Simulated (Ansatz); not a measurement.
Here is an Ansatz 0.2.0 calculation.

The input input.yaml:

```yaml
crystal:
  lattice:
    - [2.997509, 0.0, 0.0]
    - [0.0, 2.997509, 0.0]
    - [0.0, 0.0, 2.997509]
  atoms:
    - { symbol: Cu, position: [0.5, 0.5, 0.5] }
    - { symbol: Al, position: [0.0, 0.0, 0.0] }
hamiltonian:
  xc: hse06
  pseudopotentials: { kind: paw }
kpoints:
  mp_grid: { grid: [5, 5, 5] }
scf:
  occupations: { method: fermi_dirac, width: 0.05 }
  n_extra_bands: 6
output:
  forces: true
  stress: true
  eigenvalues: true
  dos: { projected: true, de: 0.05 }
  write_density: true
  write_potential: true
  elf: true
  volumetric_format: npy
```

Potentials or basis: Ansatz PAW.

Launch:

```console
$ ansatz run input.yaml --threads 2 --pin off --max-ram 5632MiB --backend cpu --events-out ev --progress --plain --runs-dir out
```

(1) Estimate the pressure.

(2) Predict the density of states at the Fermi level.

Results:

(1) 2.6 GPa.

(2) 1.16 states/eV per cell.

Caveat: the k mesh is coarse (spacing up to 0.42 Å⁻¹), so the values aren't converged, least of all with exact exchange; the PAW data sets come from PBE, with cores solved anew for the run's functional, which leaves a small shift of forces and pressure; the density of states is complete only up to the lowest level of the last band computed; the thresholds are loose for stress.
